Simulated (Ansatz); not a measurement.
# KI: the cost of one run

The runs shown are made with Ansatz 0.2.0. PAW datasets, plane waves. The structure was generated, not taken from experiment, and needn't be the ground state; spin polarisation is off.

## 1. Starting point

The unstrained cell was relaxed with r2SCAN; in each strained cell the atoms were relaxed again with r2SCAN. Names of k-points are those of the unstrained zone, where strain can split equivalent points. First state: +2.5 % strain along x alone.

Space group Cmcm (No. 63), orthorhombic; a = 6.190 Å, b = 10.461 Å, c = 7.039 Å in the conventional setting, 56.98 Å³ an atom. K has 5 I at 3.52–3.53 Å; I has 5 K at 3.52–3.53 Å.

Coordinates:

```xyz
4
Lattice="6.1904 0.0000 0.0000 -3.0952 5.2303 0.0000 0.0000 0.0000 7.0391" Properties=species:S:1:pos:R:3 pbc="T T T"
K     0.0000    3.4652   -0.4399
K     3.0952    1.7651    3.0796
I     0.0000    3.4666    3.0796
I     3.0952    1.7637    6.5992
```

From earlier runs on the unstrained cell: PBE 3.79 eV, r2SCAN 4.35 eV, HSE06 4.74 eV; a = 6.039 Å, c = 7.039 Å.

## 2. +2.5 % strain along x alone: PBE

input.yaml reads:

```yaml
crystal:
  lattice:
    - [6.1904370584, 0.0, 0.0]
    - [-3.0952185292, 5.2303178079, 0.0]
    - [0.0, 0.0, 7.0391247712]
  atoms:
    - { symbol: K, position: [0.3312647302, 0.6625294604, -0.0625] }
    - { symbol: K, position: [0.6687352698, 0.3374705396, 0.4375] }
    - { symbol: I, position: [0.3313938099, 0.6627876198, 0.4375] }
    - { symbol: I, position: [0.6686061901, 0.3372123802, 0.9375] }
kpoints:
  mp_grid: { grid: [6, 6, 4] }
  band_path:
    path:
      - [0.0, 0.0, 0.0]
      - [0.5, 0.0, 0.0]
      - [0.3333333333, 0.3333333333, 0.0]
      - [0.0, 0.0, 0.5]
      - [0.5, 0.0, 0.5]
      - [0.3333333333, 0.3333333333, 0.5]
    npoints: 1
hamiltonian:
  xc: pbe
scf:
  occupations: { method: fermi_dirac, width: 0.02 }
  n_extra_bands: 5
output:
  forces: true
  stress: true
  eigenvalues: true
```

Run with:

```
> ansatz run input.yaml --threads 4 --pin off --max-ram 4608MiB --backend cpu --events-out ev --progress --plain --runs-dir out
```

Q: Estimate wall time and peak memory on 4 threads of Arm Neoverse V2, shared host.

About 3.9 s, with a peak of 0.63 GiB.
